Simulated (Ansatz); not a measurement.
4 guesses for GaO and where they end

Level of theory: DFT PBE, scalar-relativistic, plane waves, PAW (Ansatz). All cells share a 420 eV cutoff and Γ-centred k meshes spaced at most about 0.3 Å⁻¹ (about 0.25 or finer for metals, 2π included). No spin polarisation in the final relaxations.

Each guess was relaxed in cell and atoms at zero pressure, within the symmetry of its start. These are static total energies at zero pressure. Coordination counts O atoms around Ga (those within 1.25 times the shortest such distance or 1.15 times the sum of covalent radii, 1.27 where that leaves under three; the shortest distance is added where it exceeds 1.18 times the sum of covalent radii).

```json
{"guess": "1", "made from": "BN type", "start group": "P6_3/mmc", "V start (Å³/atom)": "13.8", "end group": "P6_3/mmc", "V end (Å³/atom)": "16.6", "coordination at the end": "Ga 3", "gap on mesh (eV)": "0", "E over the lowest end (meV/atom)": "99"}
{"guess": "2", "made from": "ZnIr type", "start group": "P-6m2", "V start (Å³/atom)": "13.3", "end group": "?", "V end (Å³/atom)": "?", "coordination at the end": "?", "gap on mesh (eV)": "?", "E over the lowest end (meV/atom)": "?"}
{"guess": "3", "made from": "TbMg type", "start group": "Pm-3m", "V start (Å³/atom)": "17.3", "end group": "Pm-3m (caesium chloride)", "V end (Å³/atom)": "11.4", "coordination at the end": "Ga 8 from 2.5 Å", "gap on mesh (eV)": "0", "E over the lowest end (meV/atom)": "651"}
{"guess": "4", "made from": "CuCl type", "start group": "F-43m", "V start (Å³/atom)": "13.2", "end group": "F-43m (zinc blende)", "V end (Å³/atom)": "14.3", "coordination at the end": "Ga 4", "gap on mesh (eV)": "0", "E over the lowest end (meV/atom)": "0"}
```

Guess 2 as it starts:

```yaml
crystal:
  lattice:
    - [2.73613, 0.00000, 0.00000]
    - [-1.36806, 2.36956, 0.00000]
    - [0.00000, 0.00000, 4.10232]
  atoms:
    - { symbol: Ga, position: [0.00000, 0.00000, 0.00000] }
    - { symbol: O, position: [0.66667, 0.33333, 0.50000] }
```

Question: Predict the end of this guess and its energy over the lowest end.

Answer: It ends in the tungsten carbide type, space group P-6m2 (No. 187), with a = 3.047 Å, c = 2.945 Å, 11.8 Å³/atom and no gap. It lies 0.33 eV/atom over the lowest end, above guess 1 and below guess 3. Counting O atoms around Ga, this end has Ga 6 from 2.3 Å and the lowest (guess 4) has Ga 4.

```
CELL_PARAMETERS angstrom
3.04691 0.00000 0.00000
-1.52346 2.63871 0.00000
0.00000 0.00000 2.94498
ATOMIC_POSITIONS crystal
Ga 0.00000 0.00000 0.00000
O 0.66667 0.33333 0.50000
```

Formation energies are uncorrected and refer to the elements' standard structures at the same level (O₂ as a molecule).

Question: Is the lowest end bound against the elements?

Answer: Yes: its formation energy is −1.01 eV/atom. It lies below the elements, which doesn't yet make it stable against other compounds or structures.

Weakly bound directions are ill-defined at this level, which has no dispersion term (P6_3/mmc), and this can change margins and order among such cells. In F-43m, P-6m2, Pm-3m an odd number of electrons in the primitive cell allows no gap without spin; a larger cell or a magnetic state could open one. A magnetic state wasn't ruled out in cells without spin, among them P-6m2. Cells relaxed within their symmetry can be saddle points. A lower structure may well exist outside this small set. Some types were kept out of the candidates beforehand, so the set may lack a known form.

Among the ends with four or more oxygen neighbours around gallium, the energy climbs with coordination, from zinc blende through the tungsten carbide type to caesium chloride, even though the cells become denser. The three-coordinate end breaks any simple rule that fewer neighbours are better, since it too lies above zinc blende. Small, fairly covalent gallium favours a few short bonds to oxygen; crowding in more neighbours stretches them to 2.3 Å and 2.5 Å, and the gain in number probably doesn't make up for the weaker overlap.

The missing gaps follow from the electron count. GaO has one valence electron per formula unit more than an octet compound, and it must enter states of largely Ga 4s character, antibonding to oxygen. Gallium(II) usually avoids this by forming Ga–Ga pairs, as in layered GaS, or by disproportionating. Zinc blende offers no such pairing, so its negative formation energy probably reflects strong Ga–O bonding rather than a favourable oxidation state, and decomposition into Ga₂O₃ and gallium metal is the likely outcome.
